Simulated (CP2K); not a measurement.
# Si in CP2K: the effect of functional

Crystal: Si.

```
Si
1.0
     2.66251    0.00000    0.00000
    -1.39287    2.21334    0.00000
    -0.01338    0.08480    2.48664
Si
1
Direct
  0.00000 0.00000 0.00000
```

This isn't the form of Si at room conditions, which is diamond.

Alike in all runs:

- Program: CP2K 2026.2
- Task: single point
- Potentials or basis: POTENTIAL_UZH Si GTH-PBE-q4; TZVP-MOLOPT-PBE-GTH basis
- Density cutoff: 9184 eV
- k mesh: 12 × 12 × 11
- Occupations: fermi-dirac, width 0.05 eV
- Spin: no spin polarisation

| functional | pressure (GPa) |
| --- | --- |
| PBE | 2.7 |
| LDA | 2.4 |
| PBEsol | 1.9 |
| BEEF-vdW | 0.8 |
| optB88-vdW | 6.0 |
| PW91 | 3.6 |
| HLE17 | ? |

Q: What does the run with functional HLE17 give?

A: Pressure -12.5 GPa.

Caveats: the basis of atomic orbitals isn't converged, which shifts pressures, moduli and gaps; the potentials were made for another functional, which shifts forces and pressure (some runs); the potentials were made for a functional far from this one (some runs).
